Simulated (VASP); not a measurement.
C, 2 atoms in the cell. Symmetry: Fd-3m, No. 227, cubic system. The conventional cell has a = 3.567 Å, b = 3.567 Å, c = 3.567 Å, α = 90.00°, β = 90.00°, γ = 90.00°. C (site symmetry -43m) is surrounded by 4 C at 1.54 Å. This isn't the form of C at room conditions, which is graphite.

```yaml
Program: VASP 6.6.1
Task: relaxation of cell and atoms
Functional: PBEsol0
Potentials_or_basis: VASP PAW PBE potentials, release 64 (C)
Cutoff: 600 eV
k_mesh: 7 × 7 × 7
Occupations: fermi-dirac, width 0.05 eV
Spin: no spin polarisation
Grid_for_exact_exchange_PRECFOCK: Fast
Exchange_at_q_=_0: default
Further_INCAR_settings: ALGO = Normal; EDIFF = 1e-06; IBRION = 2; EDIFFG = -0.02; NSW = 60; ISIF = 3
```

Potentials or basis: VASP PAW PBE potentials, release 64 (C).

The run is started by

```bash
$ cat potpaw_PBE.64/C/POTCAR > POTCAR
$ cp INCAR.step1 INCAR
$ mpirun -np 1 vasp_std > vasp.out
$ cp INCAR.step2 INCAR
$ mpirun -np 1 vasp_std > vasp.out
```

Hardware: 1 thread of Intel(R) Xeon(R) Platinum 8488C (Sapphire Rapids), on a shared host.

**Question.** How long does it take, and how much memory?

**Answer.** Run time: 3.9 min on 1 thread of Intel(R) Xeon(R) Platinum 8488C (Sapphire Rapids), on a shared host, peak memory 0.12 GiB. Counts: scf iterations 28, k points 20, ion steps 3.
